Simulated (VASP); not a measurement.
A run of VASP 6.6.1:

INCAR

```
SYSTEM = Br
  ALGO = Fast
  EDIFF = 1E-6
  ENCUT = 520
  GGA = PS
  ISIF = 2
  ISMEAR = 0
  LASPH = .True.
  LCHARG = .False.
  LREAL = .False.
  LWAVE = .False.
  NBANDS = 54
  NELM = 100
  PREC = Accurate
  SIGMA = 0.1
```

File KPOINTS:

```
k-points
0
Gamma
  3 3 3
  0 0 0
```

File POSCAR:

```
Br
1.0
    4.0912552071      2.3620872951      6.9772354751
   -4.0912552071      2.3620872951      6.9772354751
    0.0000000000     -4.7241745901      6.9772354751
Br
12
Direct
    0.0101900000      0.6536100000      0.0101900000
    0.0101900000      0.0101900000      0.6536100000
    0.6536100000      0.0101900000      0.0101900000
    0.9898100000      0.3463900000      0.9898100000
    0.3463900000      0.9898100000      0.9898100000
    0.9898100000      0.9898100000      0.3463900000
    0.2211800000      0.6306000000      0.2211800000
    0.2211800000      0.2211800000      0.6306000000
    0.6306000000      0.2211800000      0.2211800000
    0.7788200000      0.3694000000      0.7788200000
    0.3694000000      0.7788200000      0.7788200000
    0.7788200000      0.7788200000      0.3694000000
```

Potentials or basis: VASP PAW PBE potentials, release 64 (Br).

The run is started by

```sh
$ cat potpaw_PBE.64/Br/POTCAR > POTCAR
$ mpirun -np 1 vasp_std > vasp.out
```

Hardware: 1 thread of AMD EPYC 7R13 Processor (Zen 3), on a shared host.

Problem. How long does it take, and how much memory?

Solution. Wall time 3.5 min on 1 thread of AMD EPYC 7R13 Processor (Zen 3), on a shared host, peak memory 0.53 GiB. Counts: scf iterations 15, k points 6.
